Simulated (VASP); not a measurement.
Set up this calculation in VASP 6.6.1, as the native input.

* Task: relaxation of cell and atoms
* Functional: PBE
* Potentials or basis: VASP PAW PBE potentials, release 64 (Al)
* Cutoff: 600 eV
* k mesh: 18 × 18 × 18
* Occupations: gaussian, width 0.1 eV
* Spin: no spin polarisation
* Further INCAR settings: ALGO = Normal; EDIFF = 1e-07; IBRION = 2; EDIFFG = -0.005; NSW = 90; ISIF = 3

The structure of Al lies in POSCAR:

```
Al
1.0
   -1.6070005800      1.6070005800      1.6070005800
    1.6070005800     -1.6070005800      1.6070005800
    1.6070005800      1.6070005800     -1.6070005800
Al
1
Direct
    0.0000000000      0.0000000000      0.0000000000
```

This isn't the form of Al at room conditions, which is fcc.

One way to write it, as run:

INCAR

```
  PREC = Accurate
  ENCUT = 600
  EDIFF = 1E-7
  ISMEAR = 0
  SIGMA = 0.1
  LREAL = False
  LASPH = True
  NELM = 60
  ALGO = Normal
  ISIF = 3
  LWAVE = False
  LCHARG = False
  GGA = PE
  IBRION = 2
  NSW = 90
  EDIFFG = -0.005
```

KPOINTS

```
Automatic mesh
0
Gamma
  18 18 18
```

Potentials or basis: VASP PAW PBE potentials, release 64 (Al).

Run with:

```console
$ cat potpaw_PBE.64/Al/POTCAR > POTCAR
$ mpirun -np 1 vasp_std > vasp.out
```

Results of the run:

```json
{"Relaxed volume": "16.93 Å³/atom", "Relaxed cell": "a = 2.802 Å, b = 2.802 Å, c = 2.802 Å, α = 109.47°, β = 109.47°, γ = 109.47°", "Space group after relaxing (to 0.05 Å)": "Im-3m (No. 229)", "Energy gained by relaxing": "1.5 meV/atom", "Ionic steps": "3", "Pressure after relaxing": "0.0 GPa", "Band gap on the k mesh": "none (metal or under the smearing width)"}
```

It took 9.5 s on 1 thread of Intel(R) Xeon(R) 6975P-C (Granite Rapids), on a shared host, peak memory 0.14 GiB.
